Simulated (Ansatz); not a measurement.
# BN: sliding across a plane

This session takes BN and sets out to slide the crystal rigidly across a (0 0 1) plane.

Computed with Ansatz 0.2.0 (DFT r2SCAN, scalar-relativistic, plane waves, PAW, unless a step's input says otherwise).

2 further runs of the same task are left out: 2 set aside as unsound or not needed. Runs told in other sessions of the task aren't counted.

## 1. The starting structure

Symmetry: P6_3mc, No. 186, hexagonal system. The conventional cell has a = 2.544 Å, b = 2.544 Å, c = 4.208 Å, α = 90.00°, β = 90.00°, γ = 120.00°. B (site symmetry 3m) has 4 N at 1.56 to 1.58 Å in its first shell of neighbours. Around N (site symmetry 3m) lie 4 B at 1.56 to 1.58 Å.

Coordinates:

```
B N
1.0
    -2.54397    0.00000    0.00000
    -1.27198   -2.20314    0.00000
     0.00000    0.00000   12.62323
B N
6 6
Direct
  0.66667 0.66667 0.33327
  0.66667 0.66667 0.66660
  0.66667 0.66667 0.99993
  0.33333 0.33333 0.16660
  0.33333 0.33333 0.49993
  0.33333 0.33333 0.83327
  0.66667 0.66667 0.20840
  0.66667 0.66667 0.54173
  0.66667 0.66667 0.87507
  0.33333 0.33333 0.04173
  0.33333 0.33333 0.37507
  0.33333 0.33333 0.70840
```

It goes back to an entry of the Materials Project, which need not be the stable form.

It is built from the cell relaxed beforehand with the same method (5.90 Å³/atom).

## 2. Zero of energy

The cell is repeated 3 times, 12 atoms in all. Reference values: F = -3263.8085 eV; pressure 0.00 GPa; largest force 0.000 eV/Å; gap on the mesh 5.95 eV. It was computed beforehand with the settings of the runs below.

## 3. The scan: sliding across a plane

The cut lies on the cell's a–b face, a (0 0 1) plane of area 5.60 Å², between layers 1.58 Å apart (N below, B above); the cell is 12.6 Å thick. Vector c is tilted by f times 1·a + 0·b (length 2.544 Å) with the atoms' Cartesian places fixed: one unrelaxed fault per cell.

## 4. f = 0.200

input.yaml

```yaml
crystal:
  lattice:
    - [-2.5439665234, 0.0, 0.0]
    - [-1.2719832617, -2.2031396357, 0.0]
    - [-0.5087933047, 0.0, 12.6232348039]
  atoms:
    - { symbol: B, position: [0.6541833606, 0.6666666667, 0.0624165303] }
    - { symbol: B, position: [0.5875166939, 0.6666666667, 0.3957498636] }
    - { symbol: B, position: [0.5208500273, 0.6666666667, 0.729083197] }
    - { symbol: B, position: [0.1541833606, 0.3333333333, 0.8957498636] }
    - { symbol: B, position: [0.2875166939, 0.3333333333, 0.229083197] }
    - { symbol: B, position: [0.2208500273, 0.3333333333, 0.5624165303] }
    - { symbol: "N", position: [0.4791566394, 0.6666666667, 0.9375501364] }
    - { symbol: "N", position: [0.6124899727, 0.6666666667, 0.2708834697] }
    - { symbol: "N", position: [0.5458233061, 0.6666666667, 0.604216803] }
    - { symbol: "N", position: [0.1791566394, 0.3333333333, 0.7708834697] }
    - { symbol: "N", position: [0.3124899727, 0.3333333333, 0.104216803] }
    - { symbol: "N", position: [0.2458233061, 0.3333333333, 0.4375501364] }
basis:
  ecutwfc: 500
kpoints:
  mp_grid: { grid: [10, 10, 2] }
hamiltonian:
  xc: r2scan
scf:
  occupations: { method: gaussian, width: 0.05 }
output:
  forces: true
  stress: true
  eigenvalues: true
  write_density: true
  write_potential: true
  elf: true
  volumetric_format: npy
```

Command:

```
$ ansatz run input.yaml --threads 2 --pin off --max-ram 5120MiB --backend cpu --events-out ev --progress --plain --runs-dir out
```

Output (excerpt; [...] marks lines left out):

```text
Warning: RAYON_NUM_THREADS=2 ignored (pool sized by the plan → 2); use --threads N
[...]
Pseudopotentials: kind: paw
Pseudopotential: B, paw, valence charge 3, recommended cutoff 500 eV (meta_gga), B.paw.azcp
Pseudopotential: N, paw, valence charge 5, recommended cutoff 500 eV (meta_gga), N.paw.azcp
Functional definition: r2SCAN
[...]
Crystal: 12 atoms, lattice volume = 70.750 Å³
Basis set: ecut = 500 eV, 1805 PW (Γ), exchange–correlation on 80×80×384 points (64 copies of the dense FFT grid, shifted against one another)
Bands: 36, of which v1, the nominal top of the filled ones, is band 24 counted from 1 (23 counted from 0)
Symmetry: 1 space group operations
Space group: P1 (ITA 1), of the structure as read, at distance tolerance 4.1e-5 Å
k-points: 104 of 200 (time reversal used)
[...]
SCF iter   1: F=—  HF=-3262.465908 eV  |F-HF|=—  |Δ(HF+E_count)|=         —  Δρ=1.05e-2  dr2=5.72e-2  dr2_τ=1.92e0  ethr=1.77e-3  ⟨swp⟩=6.2  Hψ=17806  notcnv=0  defer=130
[...]
SCF iter   8: F=-3263.031342 eV  HF=-3263.031342 eV  |F-HF|=7.21e-9  |Δ(HF+E_count)|=   1.80e-7  Δρ=1.01e-5  dr2=2.99e-8  dr2_τ=3.71e-9  ethr=2.08e-10  ⟨swp⟩=14.9  Hψ=28760  notcnv=0
[...]
SCF converged after 8 iterations
Free energy (F): -3263.031342 eV
[...]
E sigma→0 (E₀):  -3263.031342 eV
Fermi energy:    14.144604 eV
[...]
--- Forces (eV/Å), atoms counted from 1 ---
  atom   1  B      2.49523130    -0.07598782     0.04611962
  atom   2  B      0.00200176     0.00417038     0.06875176
  atom   3  B     -0.02467746    -0.00245209     0.07082685
  atom   4  B     -0.11200793     0.21226609    -0.02829398
  atom   5  B      0.15514757     0.06670990     0.12450595
  atom   6  B     -0.00122213    -0.00001684     0.06684433
  atom   7  N     -2.64704200    -0.47468664    -0.21131531
  atom   8  N      0.00742685     0.01073528    -0.06115382
[...]
--- Stress (GPa, compression-positive) ---
       -3.227096       1.450551      12.616018
        1.450552       0.605339       1.659484
       12.616019       1.659482       2.570252
  P = ⅓ Tr σ = -0.0172 GPa (-0.172 kbar)
--- Band table (eV; the first three rows and the last of 104) ---
[...]
```

It took 15 s on 2 threads of Intel Xeon 6975P-C (Granite Rapids), shared host; peak memory 0.64 GiB.

Density in a lattice plane of the grid's cell (edges 2.54 and 12.63 Å, at 0.333 of the third edge), which holds B and N.

Ten even steps from '0' (0.15 e/Å³) to '9' (3.61 e/Å³):
```
001121
101111
121000
485100
697201
000000
000000
111122
101100
132000
399300
255211
000000
000011
211222
011100
035200
289610
122100
000000
```
Columns run along the first of these edges and rows up along the second, over one cell in 6 and 20 even steps from the bottom left corner. Atoms in the plane (fractional): B at (0.15, 0.90), B at (0.29, 0.23), B at (0.22, 0.56), N at (0.18, 0.77), N at (0.31, 0.10), N at (0.25, 0.44).

ELF in the same plane.

Ten even steps from ' ' (0.01) to '@' (0.90):
```
==::++####**
::  ==######
**%%**::  ::
%%**%%++..++
@@--##%%==%%
======--::::
..  ..--++==
##..==####%%
==    ++++++
**@@@@++    
%%--==%%--==
%%####%%++++
........::::
==::..==****
%%::  ##%%%%
----------::
++@@@@%%::  
%%**..####--
**######++::
..    ..----
```
Columns run along the first of these edges and rows up along the second, over one cell in 6 and 20 even steps from the bottom left corner. Atoms in the plane (fractional): B at (0.15, 0.90), B at (0.29, 0.23), B at (0.22, 0.56), N at (0.18, 0.77), N at (0.31, 0.10), N at (0.25, 0.44).

Both are smooth fields of the valence electrons: close to the nuclei they are not physical.

Outside the cores ELF peaks at 0.93 on the B–N line, 0.7 Å from B.

## 5. At f = 0.400

input.yaml

```yaml
crystal:
  lattice:
    - [-2.5439665234, 0.0, 0.0]
    - [-1.2719832617, -2.2031396357, 0.0]
    - [-1.0175866094, 0.0, 12.6232348039]
  atoms:
    - { symbol: B, position: [0.6417000545, 0.6666666667, 0.0624165303] }
    - { symbol: B, position: [0.5083667212, 0.6666666667, 0.3957498636] }
    - { symbol: B, position: [0.3750333879, 0.6666666667, 0.729083197] }
    - { symbol: B, position: [-0.0249666121, 0.3333333333, 0.8957498636] }
    - { symbol: B, position: [0.2417000545, 0.3333333333, 0.229083197] }
    - { symbol: B, position: [0.1083667212, 0.3333333333, 0.5624165303] }
    - { symbol: "N", position: [0.2916466121, 0.6666666667, 0.9375501364] }
    - { symbol: "N", position: [0.5583132788, 0.6666666667, 0.2708834697] }
    - { symbol: "N", position: [0.4249799455, 0.6666666667, 0.604216803] }
    - { symbol: "N", position: [0.0249799455, 0.3333333333, 0.7708834697] }
    - { symbol: "N", position: [0.2916466121, 0.3333333333, 0.104216803] }
    - { symbol: "N", position: [0.1583132788, 0.3333333333, 0.4375501364] }
basis:
  ecutwfc: 500
kpoints:
  mp_grid: { grid: [10, 10, 2] }
hamiltonian:
  xc: r2scan
scf:
  occupations: { method: gaussian, width: 0.05 }
output:
  forces: true
  stress: true
  eigenvalues: true
```

Command:

```
$ ansatz run input.yaml --threads 2 --pin off --max-ram 5120MiB --backend cpu --events-out ev --progress --plain --runs-dir out
```

Output (excerpt; [...] marks lines left out):

```text
Warning: RAYON_NUM_THREADS=2 ignored (pool sized by the plan → 2); use --threads N
[...]
Pseudopotentials: kind: paw
Pseudopotential: B, paw, valence charge 3, recommended cutoff 500 eV (meta_gga), B.paw.azcp
Pseudopotential: N, paw, valence charge 5, recommended cutoff 500 eV (meta_gga), N.paw.azcp
Functional definition: r2SCAN
[...]
Crystal: 12 atoms, lattice volume = 70.750 Å³
Basis set: ecut = 500 eV, 1809 PW (Γ), exchange–correlation on 80×80×384 points (64 copies of the dense FFT grid, shifted against one another)
Bands: 36, of which v1, the nominal top of the filled ones, is band 24 counted from 1 (23 counted from 0)
Symmetry: 1 space group operations
Space group: P1 (ITA 1), of the structure as read, at distance tolerance 4.1e-5 Å
k-points: 104 of 200 (time reversal used)
[...]
SCF converged after 9 iterations
Free energy (F): -3261.302354 eV
[...]
E sigma→0 (E₀):  -3261.302354 eV
Fermi energy:    13.239740 eV
[...]
--- Forces (eV/Å), atoms counted from 1 ---
  atom   1  B      2.36875574    -0.20350774     0.99226444
  atom   2  B      0.00137011     0.01843721     0.18634261
  atom   3  B     -0.02456927    -0.00555292     0.20186362
  atom   4  B     -0.05040740     0.65132590    -0.07790966
  atom   5  B      0.13899008     0.25990123     0.34987285
  atom   6  B     -0.00123207    -0.00027985     0.18217513
  atom   7  N     -2.63901399    -1.64078363    -1.65453890
  atom   8  N      0.00919652     0.04454457    -0.16485753
[...]
--- Stress (GPa, compression-positive) ---
       -9.963688       1.565038      12.314366
        1.565038       1.671686       6.494883
       12.314368       6.494876      11.388231
  P = ⅓ Tr σ = 1.0321 GPa (10.321 kbar)
--- Band table (eV; the first three rows and the last of 104) ---
[...]
```

Wall time 12 s (2 threads of Intel Xeon 6975P-C (Granite Rapids), shared host); peak memory 0.63 GiB.

## 6. Point f = 0.100

input.yaml

```yaml
crystal:
  lattice:
    - [-2.5439665234, 0.0, 0.0]
    - [-1.2719832617, -2.2031396357, 0.0]
    - [-0.2543966523, 0.0, 12.6232348039]
  atoms:
    - { symbol: B, position: [0.6604250136, 0.6666666667, 0.0624165303] }
    - { symbol: B, position: [0.6270916803, 0.6666666667, 0.3957498636] }
    - { symbol: B, position: [0.593758347, 0.6666666667, 0.729083197] }
    - { symbol: B, position: [0.243758347, 0.3333333333, 0.8957498636] }
    - { symbol: B, position: [0.3104250136, 0.3333333333, 0.229083197] }
    - { symbol: B, position: [0.2770916803, 0.3333333333, 0.5624165303] }
    - { symbol: "N", position: [0.572911653, 0.6666666667, 0.9375501364] }
    - { symbol: "N", position: [0.6395783197, 0.6666666667, 0.2708834697] }
    - { symbol: "N", position: [0.6062449864, 0.6666666667, 0.604216803] }
    - { symbol: "N", position: [0.2562449864, 0.3333333333, 0.7708834697] }
    - { symbol: "N", position: [0.322911653, 0.3333333333, 0.104216803] }
    - { symbol: "N", position: [0.2895783197, 0.3333333333, 0.4375501364] }
basis:
  ecutwfc: 500
kpoints:
  mp_grid: { grid: [10, 10, 2] }
hamiltonian:
  xc: r2scan
scf:
  occupations: { method: gaussian, width: 0.05 }
output:
  forces: true
  stress: true
  eigenvalues: true
```

Command:

```
$ ansatz run input.yaml --threads 2 --pin off --max-ram 5120MiB --backend cpu --events-out ev --progress --plain --runs-dir out
```

Output (excerpt; [...] marks lines left out):

```text
[...]
SCF converged after 8 iterations
Free energy (F): -3263.609579 eV
[...]
E sigma→0 (E₀):  -3263.609579 eV
Fermi energy:    14.185898 eV
[...]
--- Forces (eV/Å), atoms counted from 1 ---
  atom   1  B      1.33435223    -0.02186691    -0.03121044
  atom   2  B      0.00115432     0.00101539     0.01916733
  atom   3  B     -0.01334585    -0.00068030     0.01952909
  atom   4  B     -0.07150779     0.05715525    -0.00667919
  atom   5  B      0.08741624     0.01666933     0.03418481
  atom   6  B     -0.00067683     0.00000075     0.01862432
  atom   7  N     -1.38975049    -0.12238897    -0.01084629
  atom   8  N      0.00361093     0.00265910    -0.01713747
[...]
--- Stress (GPa, compression-positive) ---
       -0.831029       0.758427       6.721607
        0.758428       0.171525       0.414065
        6.721608       0.414066       0.522417
  P = ⅓ Tr σ = -0.0457 GPa (-0.457 kbar)
--- Band table (eV; the first three rows and the last of 104) ---
[...]
```

It took 11 s on 2 threads of Intel Xeon 6975P-C (Granite Rapids), shared host; peak memory 0.63 GiB.

## 7. At f = 0.300

input.yaml

```yaml
crystal:
  lattice:
    - [-2.5439665234, 0.0, 0.0]
    - [-1.2719832617, -2.2031396357, 0.0]
    - [-0.763189957, 0.0, 12.6232348039]
  atoms:
    - { symbol: B, position: [0.6479417076, 0.6666666667, 0.0624165303] }
    - { symbol: B, position: [0.5479417076, 0.6666666667, 0.3957498636] }
    - { symbol: B, position: [0.4479417076, 0.6666666667, 0.729083197] }
    - { symbol: B, position: [0.0646083742, 0.3333333333, 0.8957498636] }
    - { symbol: B, position: [0.2646083742, 0.3333333333, 0.229083197] }
    - { symbol: B, position: [0.1646083742, 0.3333333333, 0.5624165303] }
    - { symbol: "N", position: [0.3854016258, 0.6666666667, 0.9375501364] }
    - { symbol: "N", position: [0.5854016258, 0.6666666667, 0.2708834697] }
    - { symbol: "N", position: [0.4854016258, 0.6666666667, 0.604216803] }
    - { symbol: "N", position: [0.1020682924, 0.3333333333, 0.7708834697] }
    - { symbol: "N", position: [0.3020682924, 0.3333333333, 0.104216803] }
    - { symbol: "N", position: [0.2020682924, 0.3333333333, 0.4375501364] }
basis:
  ecutwfc: 500
kpoints:
  mp_grid: { grid: [10, 10, 2] }
hamiltonian:
  xc: r2scan
scf:
  occupations: { method: gaussian, width: 0.05 }
output:
  forces: true
  stress: true
  eigenvalues: true
```

Command:

```
$ ansatz run input.yaml --threads 2 --pin off --max-ram 5120MiB --backend cpu --events-out ev --progress --plain --runs-dir out
```

Output (excerpt; [...] marks lines left out):

```text
Warning: RAYON_NUM_THREADS=2 ignored (pool sized by the plan → 2); use --threads N
[...]
Pseudopotentials: kind: paw
Pseudopotential: B, paw, valence charge 3, recommended cutoff 500 eV (meta_gga), B.paw.azcp
Pseudopotential: N, paw, valence charge 5, recommended cutoff 500 eV (meta_gga), N.paw.azcp
Functional definition: r2SCAN
[...]
Crystal: 12 atoms, lattice volume = 70.750 Å³
Basis set: ecut = 500 eV, 1817 PW (Γ), exchange–correlation on 80×80×384 points (64 copies of the dense FFT grid, shifted against one another)
Bands: 36, of which v1, the nominal top of the filled ones, is band 24 counted from 1 (23 counted from 0)
Symmetry: 1 space group operations
Space group: P1 (ITA 1), of the structure as read, at distance tolerance 4.1e-5 Å
k-points: 104 of 200 (time reversal used)
[...]
SCF converged after 9 iterations
Free energy (F): -3262.173003 eV
[...]
E sigma→0 (E₀):  -3262.173003 eV
Fermi energy:    13.674848 eV
[...]
--- Forces (eV/Å), atoms counted from 1 ---
  atom   1  B      3.06178839    -0.14054219     0.44853502
  atom   2  B      0.00220143     0.00988838     0.13088922
  atom   3  B     -0.03062682    -0.00457277     0.13774248
  atom   4  B     -0.10159476     0.42681331    -0.05999680
  atom   5  B      0.18252623     0.15022760     0.24188251
  atom   6  B     -0.00151268    -0.00009221     0.12757488
  atom   7  N     -3.33025385    -1.01419580    -0.82003313
  atom   8  N      0.01050756     0.02471239    -0.11602816
[...]
--- Stress (GPa, compression-positive) ---
       -6.640907       1.878025      15.662647
        1.878029       1.148308       3.742709
       15.662644       3.742707       6.596597
  P = ⅓ Tr σ = 0.3680 GPa (3.680 kbar)
--- Band table (eV; the first three rows and the last of 104) ---
[...]
```

It took 12 s on 2 threads of Intel Xeon 6975P-C (Granite Rapids), shared host; peak memory 0.62 GiB.

## 8. At f = 0.500

input.yaml

```yaml
crystal:
  lattice:
    - [-2.5439665234, 0.0, 0.0]
    - [-1.2719832617, -2.2031396357, 0.0]
    - [-1.2719832617, 0.0, 12.6232348039]
  atoms:
    - { symbol: B, position: [0.6354584015, 0.6666666667, 0.0624165303] }
    - { symbol: B, position: [0.4687917348, 0.6666666667, 0.3957498636] }
    - { symbol: B, position: [0.3021250682, 0.6666666667, 0.729083197] }
    - { symbol: B, position: [-0.1145415985, 0.3333333333, 0.8957498636] }
    - { symbol: B, position: [0.2187917349, 0.3333333333, 0.229083197] }
    - { symbol: B, position: [0.0521250682, 0.3333333333, 0.5624165303] }
    - { symbol: "N", position: [0.1978915985, 0.6666666667, 0.9375501364] }
    - { symbol: "N", position: [0.5312249318, 0.6666666667, 0.2708834697] }
    - { symbol: "N", position: [0.3645582652, 0.6666666667, 0.604216803] }
    - { symbol: "N", position: [-0.0521084015, 0.3333333333, 0.7708834697] }
    - { symbol: "N", position: [0.2812249318, 0.3333333333, 0.104216803] }
    - { symbol: "N", position: [0.1145582652, 0.3333333333, 0.4375501364] }
basis:
  ecutwfc: 500
kpoints:
  mp_grid: { grid: [10, 10, 2] }
hamiltonian:
  xc: r2scan
scf:
  occupations: { method: gaussian, width: 0.05 }
output:
  forces: true
  stress: true
  eigenvalues: true
```

Command:

```
$ ansatz run input.yaml --threads 2 --pin off --max-ram 5120MiB --backend cpu --events-out ev --progress --plain --runs-dir out
```

Output (excerpt; [...] marks lines left out):

```text
[...]
SCF converged after 9 iterations
Free energy (F): -3260.902583 eV
[...]
E sigma→0 (E₀):  -3260.902583 eV
Fermi energy:    13.132001 eV
[...]
--- Forces (eV/Å), atoms counted from 1 ---
  atom   1  B     -0.00000163    -0.24080044     1.21952731
  atom   2  B     -0.00000105     0.02439217     0.21161528
  atom   3  B      0.00000194    -0.00488448     0.23332787
  atom   4  B      0.00000214     0.77069553    -0.07904495
  atom   5  B      0.00000020     0.32839086     0.39848127
  atom   6  B     -0.00000207    -0.00043394     0.20728316
  atom   7  N      0.00000193    -1.99214211    -2.06972891
  atom   8  N      0.00000698     0.05795327    -0.18677804
[...]
--- Stress (GPa, compression-positive) ---
      -11.507084       0.000001       0.000209
        0.000001       1.940528       8.232052
        0.000209       8.232045      13.729620
  P = ⅓ Tr σ = 1.3877 GPa (13.877 kbar)
--- Band table (eV; the first three rows and the last of 104) ---
[...]
```

It took 12 s on 2 threads of Intel Xeon 6975P-C (Granite Rapids), shared host; peak memory 0.62 GiB.

## 9. The scan collected

The scan, with free energies counted from the undisturbed cell:

| f | γ (mJ/m²) | shear traction (GPa) | gap on the mesh (eV) |
| --- | --- | --- | --- |
| 0.000 | 0 | 0.0 | 5.95 |
| 0.100 | 569 | 44.5 | 5.83 |
| 0.200 | 2222 | 83.8 | 5.52 |
| 0.300 | 4675 | 104.2 | 4.36 |
| 0.400 | 7164 | 81.8 | 3.38 |
| 0.500 | 8307 | 0.0 | 3.17 |

Not run, since symmetry makes them alike: 0.600 repeats 0.400, 0.800 repeats 0.200, 0.700 repeats 0.300, 0.900 repeats 0.100. Energy, pressure and gap are the same there.

## 10. Results

```
                      quantity                    value
  highest fault energy sampled  8307 mJ/m² at f = 0.500
largest shear traction sampled                104.2 GPa
```

What this shows: Of the points run, the one at f = 0.500 is highest, 8307 mJ/m². Nothing is relaxed, so these energies are upper bounds; letting the layers move apart would lower them. The gap on the mesh stays between 3.17 and 5.95 eV.
